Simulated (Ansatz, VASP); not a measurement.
Na in VASP and in Ansatz

```
Na
1.0
     3.71609    0.00000    0.00000
    -1.85804    3.21823    0.00000
     0.00000    0.00000    6.07083
Na
2
Direct
  0.66667 0.33333 0.75000
  0.33333 0.66667 0.25000
```

Change from the starting cell: volume scaled by 0.96.

Alike in both runs: task single point; functional LDA; k mesh 8 × 8 × 5; occupations fermi-dirac, width 0.05 eV; no spin polarisation.

```csv
,VASP,Ansatz
version,VASP 6.6.1,Ansatz 0.2.0
potentials or method,"VASP PAW LDA potentials, release 64 (Na_pv), cutoff 520 eV","all-electron LAPW, scalar-relativistic"
```

VASP gave:

* gap on the k mesh at the Fermi level (eV): none
* pressure (GPa): -0.7
* largest component of the traceless stress (GPa): 0.17

Problem. Estimate Ansatz's values.

Solution. gap on the k mesh at the Fermi level (eV): none; pressure (GPa): -0.6; largest component of the traceless stress (GPa): 0.18.

A gap of «none» marks a metal or a gap that the smearing closes. Ansatz ran all-electron here, so the differences hold the error of VASP's frozen core and of both bases.
